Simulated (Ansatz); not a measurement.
# Na2S: a single-point run

The task is a single-point run on Na2S. The structure is shown as the input types it.

Computed with Ansatz 0.2.0 (density functional or hybrid calculation with the settings of its input, plane waves (as first typed), unless a step's input says otherwise).

5 further runs of the same task are left out: 5 that didn't finish.

## (1) The starting structure

It takes space group Fm-3m (No. 225, cubic). Conventional cell: a = 6.511 Å, b = 6.511 Å, c = 6.511 Å, α = 90.00°, β = 90.00°, γ = 90.00°. S (site symmetry m-3m) has 8 Na at 2.82 Å as nearest neighbours. Na (site symmetry -43m) has 4 S at 2.82 Å as nearest neighbours.

As a file:

```
S Na
1.0
     0.00000    3.25543    3.25543
     3.25543    0.00000    3.25543
     3.25543    3.25543    0.00000
S Na
1 2
Cartesian
  0.0000 0.0000 0.0000
  1.6277 1.6277 1.6277
  4.8831 4.8831 4.8831
```

## (2) Running it

input.yaml

```yaml
crystal:
  lattice:
    - [0.0, 3.2554324741, 3.2554324741]
    - [3.2554324741, 0.0, 3.2554324741]
    - [3.2554324741, 3.2554324741, 0.0]
  atoms:
    - { symbol: S, position: [0.0, 0.0, 0.0] }
    - { symbol: Na, position: [0.25, 0.25, 0.25] }
    - { symbol: Na, position: [0.75, 0.75, 0.75] }
kpoints:
  mp_grid: { grid: [6, 6, 6] }
hamiltonian:
  xc: pbesol
scf:
  occupations: { method: fixed }
  n_extra_bands: 4
  mixing: { beta: 0.005 }
  max_iter: 80
output:
  forces: true
  stress: true
  eigenvalues: true
```

Started as:

```sh
ansatz run input.yaml --threads 4 --pin off --max-ram 3686MiB --backend cpu --events-out ev --progress --plain --runs-dir out
```

**Question.** How will this run end, and is anything wrong with its input?

The run converged and reported no error. Convergence says nothing about whether the input makes sense.

The suspect setting: scf.mixing.beta is 0.005. The risk: mixing too weak. Here it converged all the same; such a setting changes the road, not the converged state.

Run again and compare: delete scf.mixing.beta (the default then holds).
